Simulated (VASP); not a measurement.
Ge in VASP 6.6.1, single-point calculation

INCAR

```
ISPIN = 2
GGA = PE
NELM = 70
LREAL = .FALSE.
LCHARG = .FALSE.
ENCUT = 520
ISIF = 2
NELECT = 27
EDIFF = 1E-7
MAGMOM = 0.5 0.5
ISMEAR = -1
LWAVE = .FALSE.
NSW = 0
PREC = Single
LASPH = .TRUE.
SIGMA = 0.02
IBRION = -1
NBANDS = 21
```

KPOINTS

```
KPOINTS created by Atomic Simulation Environment
0
Gamma
8 8 8
0 0 0
```

POSCAR

```
Ge
 1.0000000000000000
     0.0094562450000000    2.8463297571999999    2.8463297571999999
     2.8463297571999999    0.0094562450000000    2.8463297571999999
     2.8463297571999999    2.8463297571999999    0.0094562450000000
 Ge
   2
Cartesian
  0.0011564316346583  0.0011564316346583  0.0011564316346583
  1.4243725082153420  1.4243725082153420  1.4243725082153420
```

The recommended PBE PAW datasets give the neutral cell 28 valence electrons.

Command

```
mpirun -np 1 vasp_std
```

Problem. How does this run end, and what does it give?

Solution. It converged. Results: pressure -26.2 GPa; largest force 0.06 eV/Å; magnetic moment of the cell 0.00 μB.

OSZICAR

```
N       E                     dE             d eps       ncg     rms          rms(c)
DAV:   1     0.175178972989E+03    0.17518E+03   -0.14076E+04  6096   0.345E+03
DAV:   2     0.144052771891E+02   -0.16077E+03   -0.15637E+03  5495   0.603E+02
DAV:   3    -0.114327571324E+02   -0.25838E+02   -0.25681E+02  6275   0.138E+02
DAV:   4    -0.122930456582E+02   -0.86029E+00   -0.85989E+00  6130   0.298E+01
DAV:   5    -0.123076181001E+02   -0.14572E-01   -0.14572E-01  6173   0.427E+00    0.528E+00
DAV:   6    -0.126062423756E+02   -0.29862E+00   -0.33446E-01  6761   0.574E+00    0.231E+00
DAV:   7    -0.126239166298E+02   -0.17674E-01   -0.24966E-02  6087   0.181E+00    0.947E-01
DAV:   8    -0.126250575094E+02   -0.11409E-02   -0.56669E-03  6191   0.581E-01    0.266E-01
DAV:   9    -0.126252206357E+02   -0.16313E-03   -0.10036E-03  5885   0.205E-01    0.860E-02
DAV:  10    -0.126251927272E+02    0.27908E-04   -0.67366E-05  5933   0.682E-02    0.257E-02
DAV:  11    -0.126252097777E+02   -0.17050E-04   -0.17393E-05  6075   0.469E-02    0.104E-02
DAV:  12    -0.126252076032E+02    0.21745E-05   -0.45452E-06  6010   0.215E-02    0.319E-03
DAV:  13    -0.126252074336E+02    0.16958E-06   -0.13161E-07  5160   0.321E-03    0.121E-03
DAV:  14    -0.126252075951E+02   -0.16150E-06   -0.16751E-07  4780   0.233E-03    0.419E-04
DAV:  15    -0.126252076136E+02   -0.18507E-07   -0.29689E-08  4465   0.106E-03
   1 F= -.12625208E+02 E0= -.12624033E+02  d E =-.234938E-02  mag=    -0.0001
```

The cell is charged and sits in a uniform background.

For comparison, a separate PBE run of the intended cell, on usual settings and not on those above, gives a gap of 0.00 eV on its mesh and a pressure of 2.6 GPa.
